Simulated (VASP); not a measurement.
Here is a VASP 6.6.1 calculation.

INCAR

```
  PREC = Accurate
  ENCUT = 520
  EDIFF = 1E-6
  ISMEAR = 0
  SIGMA = 0.1
  LREAL = False
  LASPH = True
  NELM = 60
  ALGO = Fast
  ISIF = 2
  LWAVE = False
  LCHARG = True
  GGA = PS
  LELF = True
  LVHAR = True
  NBANDS = 28
```

Contents of KPOINTS:

```
regular mesh
0
Gamma
  15 15 15
```

Contents of POSCAR:

```
Sn
1.0
    1.6636445920      0.9605056530      8.2544414379
   -1.6636445920      0.9605056530      8.2544414379
    0.0000000000     -1.9210113061      8.2544414379
Sn
3
Direct
    0.0000000000      0.0000000000      0.0000000000
    0.2225408742      0.2225408742      0.2225408742
    0.7774591258      0.7774591258      0.7774591258
```

Potentials or basis: VASP PAW PBE potentials, release 64 (Sn_d).

Run with:

```sh
$ cat potpaw_PBE.64/Sn_d/POTCAR > POTCAR
$ mpirun -np 1 vasp_std > vasp.out
```

**Question.** Estimate the pressure.

**Answer.** -0.1 GPa.

**Question.** What does it give for the band gap on the k mesh?

**Answer.** None (metal or under the smearing width).

Caveat: the PAW data sets were made with another functional, which shifts forces and pressure a little.
